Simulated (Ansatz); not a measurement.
The system is TePb.

```xyz
2
Lattice="0.0000 3.2310 3.2310 3.2310 0.0000 3.2310 3.2310 3.2310 0.0000" Properties=species:S:1:pos:R:3 pbc="T T T"
Pb    0.0000    0.0000    0.0000
Te    3.2310    3.2310    3.2310
```

A run of Ansatz 0.2.0 on this cell left the log below. Logs are shortened: lines on timing, memory, paths and dates and some standing lists are left out, and cuts for length are marked.

```text
Warning: RAYON_NUM_THREADS=2 ignored (pool sized by the plan → 2); use --threads N
scf.n_extra_bands = 6 over 15 filled bands (N_el = 30.0): the run solves 21 bands
Engine: ansatz 0.2.0, aarch64-unknown-linux-gnu
Pseudopotentials: kind: paw
Pseudopotential: Pb, paw, valence charge 14, recommended cutoff 420 eV (normal), Pb.paw.azcp
Pseudopotential: Te, paw, valence charge 16, recommended cutoff 420 eV (normal), Te.paw.azcp
Functional definition: BLYP
  parameter beta = 0.0042
  parameter a = 0.04918
  parameter b = 0.132
  parameter c = 0.2533
  parameter d = 0.349
  exchange = b88_x(beta = beta)
  correlation = lyp_c(a = a, b = b, c = c, d = d)
Crystal: 2 atoms, lattice volume = 67.459 Å³
Basis set: ecut = 420 eV, 1363 PW (Γ), exchange–correlation on 64×64×64 points (8 copies of the dense FFT grid, shifted against one another)
Bands: 21, of which v1, the nominal top of the filled ones, is band 15 counted from 1 (14 counted from 0)
Symmetry: 48 space group operations
Space group: Fm-3m (ITA 225), of the structure as read, at distance tolerance 4.1e-5 Å
k-points: 20 of 343
Non-local potential: Pb, projectors of the file, l = 0: 2, l = 1: 2, l = 2: 2, l = 3: 2
Non-local potential: Te, projectors of the file, l = 0: 2, l = 1: 2, l = 2: 2, l = 3: 2
PAW form: soft (Blöchl's): semilocal exchange-correlation on the pseudo side does not see the compensation charge
PAW frozen core: Pb, regenerated for the run's functional, and the local potential with it (the file was generated under x = pbe(κ = 0.804, μ = 0.2195149727645171), c = pbe(β = 0.06672455060314922))
PAW frozen core: Te, regenerated for the run's functional, and the local potential with it (the file was generated under x = pbe(κ = 0.804, μ = 0.2195149727645171), c = pbe(β = 0.06672455060314922))
PAW one-centre angular grid: Pb, 590 points (default); XC on 64 Gauss nodes
PAW one-centre angular grid: Te, 590 points (default); XC on 64 Gauss nodes
Initial density: superposition of atomic densities (neutral atoms: chi_scale 0, normalization atom), corrected by the library's trained network
Initial wavefunctions: pseudopotential atomic-orbital guess
Functional: x = b88, c = lyp
SCF iter   1: F=—  HF=-18932.662448 eV  |F-HF|=—  |Δ(HF+E_count)|=         —  Δρ=5.41e-3  dr2=2.43e-2  ethr=1.77e-3  ⟨swp⟩=7.5  Hψ=2303  notcnv=0
preconditioner: auto → none  [insulator: Δε(μ)=1.128 eV  Ē_g=16.403 eV  σ=0.050 eV  W_gap=1.00  n_scr=14 (ndim 8)  ℏωp=20.2 eV  f_vac=0.014  D(μ)=0.00/eV (n_scr^D=0)  ε∞_Penn≈2.5]
SCF iter   2: F=—  HF=-18932.654680 eV  |F-HF|=—  |Δ(HF+E_count)|=   7.77e-3  Δρ=1.92e-3  dr2=2.47e-3  ethr=8.12e-5  ⟨swp⟩=2.2  Hψ=760  notcnv=0  defer=29
SCF iter   3: F=—  HF=-18932.653882 eV  |F-HF|=—  |Δ(HF+E_count)|=   7.98e-4  Δρ=9.07e-4  dr2=5.22e-4  ethr=8.24e-6  ⟨swp⟩=2.0  Hψ=685  notcnv=0  defer=29
SCF iter   4: F=—  HF=-18932.653796 eV  |F-HF|=—  |Δ(HF+E_count)|=   8.59e-5  Δρ=1.03e-4  dr2=5.62e-6  ethr=1.74e-6  ⟨swp⟩=2.5  Hψ=546  notcnv=0  defer=29
SCF iter   5: F=—  HF=-18932.653797 eV  |F-HF|=—  |Δ(HF+E_count)|=   2.70e-7  Δρ=4.58e-5  dr2=8.81e-7  ethr=1.87e-8  ⟨swp⟩=2.5  Hψ=671  notcnv=0  defer=29
SCF iter   6: F=—  HF=-18932.653798 eV  |F-HF|=—  |Δ(HF+E_count)|=   1.30e-6  Δρ=1.32e-5  dr2=1.38e-7  ethr=2.94e-9  ⟨swp⟩=2.0  Hψ=691  notcnv=0  defer=29
SCF iter   7: F=-18932.653798 eV  HF=-18932.653798 eV  |F-HF|=2.92e-9  |Δ(HF+E_count)|=   7.75e-8  Δρ=1.82e-6  dr2=2.54e-9  ethr=3.33e-10  ⟨swp⟩=13.1  Hψ=3189  notcnv=0
SCF 1 converged in 7 iterations: F = -18932.653798 eV  dr2 = 2.54e-9
  greatest PAW one-centre occupation: 0.999 electrons in one spin orbital (limit 2), on the Te atom at site 1 (counted from 0), in its partial waves of l = 2
NSCF: frozen V_eff on 142 k-points
SCF converged after 7 iterations
Free energy (F): -18932.653798 eV
Harris-Foulkes:  -18932.653798 eV  (|F-HF|=2.92e-9)
Internal energy: -18932.653797 eV  (E = F + TS)
E sigma→0 (E₀):  -18932.653797 eV
Entropy (-TS):   -0.000001 eV (-0.001 meV/atom)
Fermi energy:    9.563010 eV
--- Per-component energies (eV) ---
  E_band       = -303.309550
  E_kinetic    = 470.767699
  E_local      = -2385.996406  (includes V_loc(G=0)·N_el)
  E_nonlocal   = 35.328512
  E_hartree    = 1257.703400
  E_xc         = -341.937187
  E_vxc        = -232.340831  (∫ρ·V_xc dr)
  E_paw        = -15115.458512  (= ΣΔE_a)
  E_vpaw       = -706.478263  (= ΣTr[D̂ρ^β])
  E_aug_tail   = -0.000165  (compensation charges beyond the density's cutoff)
  E_ewald      = -2852.919164
  E_core_change = -0.141972  (= ΣΔE_core)
  E_smearing   = -0.000001  (= −TS)
  E_closure    = 0.000000  (closes the sum)
  Σ components = -18932.653798   (vs F -18932.653798, Δ=0.00e0)
--- Forces (eV/Å), atoms counted from 1 ---
  atom   1  Pb    -0.00000000     0.00000000    -0.00000000
  atom   2  Te     0.00000000    -0.00000000    -0.00000000
  max |Σ_I F_I| component: 2.80e-29 eV/Å
--- Stress (GPa, compression-positive) ---
        5.321136       0.000000       0.000000
       -0.000000       5.321136       0.000000
        0.000000       0.000000       5.321136
  P = ⅓ Tr σ = 5.3211 GPa (53.211 kbar)
--- Band table (eV; the first three rows and the last of 20) ---
  k-point 0: bands = ["-26.9168", "-26.9168", "-26.9100", "-26.9100", "-26.9100", "-7.6516", "-7.6516", "-7.6410", "-7.6410", "-7.6410", "-2.9370", "3.3388", "7.7598", "7.7598", "7.7598", "13.1099", "13.1099", "13.1099", "15.1678", "15.1678", "15.1678"]
  k-point 1: bands = ["-26.9168", "-26.9168", "-26.9099", "-26.9099", "-26.9099", "-7.6542", "-7.6542", "-7.6405", "-7.6383", "-7.6383", "-2.7648", "2.8077", "7.8166", "7.8166", "8.0562", "12.2533", "12.4147", "12.4147", "15.0466", "15.5382", "15.5382"]
  k-point 2: bands = ["-26.9167", "-26.9167", "-26.9098", "-26.9097", "-26.9097", "-7.6609", "-7.6609", "-7.6395", "-7.6312", "-7.6312", "-2.2787", "1.6771", "7.9880", "7.9880", "8.5720", "10.9972", "11.2854", "11.2854", "15.6032", "16.5524", "16.5524"]
  k-point 19: bands = ["-26.9169", "-26.9165", "-26.9097", "-26.9095", "-26.9091", "-7.6944", "-7.6545", "-7.6367", "-7.6298", "-7.6173", "-1.1681", "0.9611", "5.3001", "5.9102", "8.4364", "11.0393", "13.8692", "14.6663", "15.3977", "16.5642", "19.6867"]
```

Task: What input gives this log?

Result: Band structure with BLYP, no spin polarisation. The files as run (others can give the same):

input.yaml
```yaml
crystal:
  lattice:
    - [0.0, 3.231, 3.231]
    - [3.231, 0.0, 3.231]
    - [3.231, 3.231, 0.0]
  atoms:
    - { symbol: Pb, position: [0.0, 0.0, 0.0] }
    - { symbol: Te, position: [0.5, 0.5, 0.5] }
hamiltonian:
  xc: blyp
  pseudopotentials: { kind: paw }
kpoints:
  mp_grid: { grid: [7, 7, 7] }
  band_path:
    path:
      - [[0.0, 0.0, 0.0], [0.5, 0.0, 0.5], [0.5, 0.25, 0.75], [0.375, 0.375, 0.75], [0.0, 0.0, 0.0], [0.5, 0.5, 0.5], [0.625, 0.25, 0.625], [0.5, 0.25, 0.75], [0.5, 0.5, 0.5], [0.375, 0.375, 0.75]]
      - [[0.625, 0.25, 0.625], [0.5, 0.0, 0.5]]
    npoints: 14
scf:
  occupations: { method: fermi_dirac, width: 0.05 }
  n_extra_bands: 6
output:
  forces: true
  stress: true
  eigenvalues: true
  fatbands: false
  write_density: true
  write_potential: true
  elf: true
  volumetric_format: npy
```

Potentials or basis: Ansatz PAW.
Command:
```console
$ ansatz run input.yaml --threads 2 --pin off --max-ram 5120MiB --backend cpu --events-out ev --progress --plain --runs-dir out
```

Caveat: this odd mesh misses L, where the gap lies, so gap, dielectric constants and Born charges aren't listed; spin-orbit coupling is left out, which moves the levels of the heavy elements; the PAW data sets come from PBE, with cores solved anew for the run's functional, which leaves a small shift of forces and pressure.
